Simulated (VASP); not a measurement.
Wanted: the native input for a VASP 6.6.1 run.

| Quantity | Value |
| --- | --- |
| Task | relaxation of cell and atoms |
| Functional | PBE |
| Potentials or basis | VASP PAW PBE potentials, release 64 (Al, N) |
| Cutoff | 600 eV |
| k mesh | 12 × 12 × 6 |
| Occupations | gaussian, width 0.03 eV |
| Spin | no spin polarisation |
| Further INCAR settings | ALGO = Normal; EDIFF = 1e-06; IBRION = 2; EDIFFG = -0.01; NSW = 90; ISIF = 3 |

The structure of AlN lies in POSCAR:

```
AlN
1.0
    3.1130000000      0.0000000000      0.0000000000
   -1.5565000000      2.6959370820      0.0000000000
    0.0000000000      0.0000000000      4.9810000000
Al N
2 2
Direct
    0.3333333333      0.6666666667      0.0000000000
    0.6666666667      0.3333333333      0.5000000000
    0.3333333333      0.6666666667      0.3800000000
    0.6666666667      0.3333333333      0.8800000000
```

The input as run:

INCAR

```
SYSTEM = AlN
PREC = Accurate
ENCUT = 600
EDIFF = 1E-6
ISMEAR = 0
SIGMA = 0.03
LREAL = .FALSE.
LASPH = .TRUE.
NELM = 80
ALGO = Normal
ISIF = 3
LWAVE = .FALSE.
LCHARG = .FALSE.
GGA = PE
IBRION = 2
NSW = 90
EDIFFG = -0.01
KPAR = 2
```

KPOINTS

```
regular mesh
0
G
  12 12 6
  0 0 0
```

Potentials or basis: VASP PAW PBE potentials, release 64 (Al, N).

Run with:

```bash
$ cat potpaw_PBE.64/Al/POTCAR potpaw_PBE.64/N/POTCAR > POTCAR
$ mpirun -np 2 vasp_std > vasp.out
```

Results of the run:

| Property | Result |
| --- | --- |
| Relaxed volume | 10.62 Å³/atom |
| Relaxed cell | a = 3.127 Å, b = 3.127 Å, c = 5.018 Å, α = 90.00°, β = 90.00°, γ = 120.00° |
| Space group after relaxing (to 0.05 Å) | P6_3mc (No. 186) |
| Energy gained by relaxing | 2.1 meV/atom |
| Ionic steps | 3 |
| Pressure after relaxing | 0.0 GPa |
| Largest force after relaxing | 0.004 eV/Å |
| Band gap on the k mesh | 4.07 eV, direct |

Wall time 26 s on 2 MPI ranks on Intel(R) Xeon(R) Platinum 8488C (Sapphire Rapids) (shared host), peak memory 0.19 GiB a rank.
